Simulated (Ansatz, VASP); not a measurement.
## Au: VASP beside Ansatz

```xyz
1
Lattice="0.0000 2.0240 2.0240 2.0240 0.0000 2.0240 2.0240 2.0240 0.0000" Properties=species:S:1:pos:R:3 pbc="T T T"
Au    0.0000    0.0000    0.0000
```

Alike in both runs: functional LDA; k mesh 20 × 20 × 20; occupations fermi-dirac, width 0.15 eV; no spin polarisation.

Ansatz relaxed the structure, and its values are those at the end. VASP's run is a single point on that final structure, the one shown.

|  | VASP | Ansatz |
| --- | --- | --- |
| version | VASP 6.6.1 | Ansatz 0.2.0 |
| potentials or method | VASP PAW LDA potentials, release 64 (Au) | scalar-relativistic, plane waves, PAW |
| plane-wave cutoff (eV) | 520 | 420 |
| valence electrons in the cell | 11 | 19 |

|  | VASP | Ansatz | Ansatz less VASP |
| --- | --- | --- | --- |
| gap on the k mesh at the Fermi level (eV) | none | none | - |
| pressure (GPa) | 0.5 | 0.0 | -0.50 |

A gap of «none» marks a metal or a gap that the smearing closes. The two sets of potentials don't hold the same shells in valence.

The runs have no spin-orbit coupling, so splittings on Au are missing.
